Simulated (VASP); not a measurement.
```xyz
8
Lattice="-2.7600 2.7600 5.5650 2.7600 -2.7600 5.5650 2.7600 2.7600 -5.5650" Properties=species:S:1:pos:R:3 pbc="T T T"
In     0.0053    -0.0141     5.5722
In     2.7540     0.0086     2.7816
Cu     0.0129     0.0083     0.0179
Cu    -0.0345     2.7699     2.7601
S      1.5038     1.4163     6.9580
S      4.1741     1.2646    -1.4116
S      1.2608     1.3448     1.4008
S     -1.3966     1.4817     4.1809
```

Method: PBE GGA, VASP's PBE PAW potentials (set 64) (plane waves; VASP). Numerical set-up: 300 eV cut-off, 3×3×4 Γ-centred mesh shifted by (0.5, 0.5, 0.5), Gaussian smearing of 0.020 eV, potentials In_d Cu S.

At this cut-off the stress carries a Pulay error, which pulls relaxed volumes low.

Task: Give the force on each atom (eV/Å).

Result: 
```tsv
atom	Fx	Fy	Fz
In1	0.072	0.002	0.002
In2	0.148	-0.044	0.032
Cu3	-0.032	-0.024	-0.115
Cu4	0.073	-0.039	0.085
S5	0.363	-0.279	-0.132
S6	-0.331	-0.598	0.217
S7	-0.512	0.410	-0.134
S8	0.218	0.573	0.045
```

Task: Give the stress tensor in GPa (positive for a compressed cell).

Result: 
```
 2.07   0.02   0.13
 0.02   2.12  -0.30
 0.13  -0.30   1.86
```
The pressure is its mean diagonal, 2.02 GPa.

The structure is a typed CuInS2 crystal. The cell was not relaxed at this level, atoms are displaced from their ideal sites. The k-mesh is coarse (spacing up to 0.42 per Å, 2π included), so the numbers may not be converged in it.
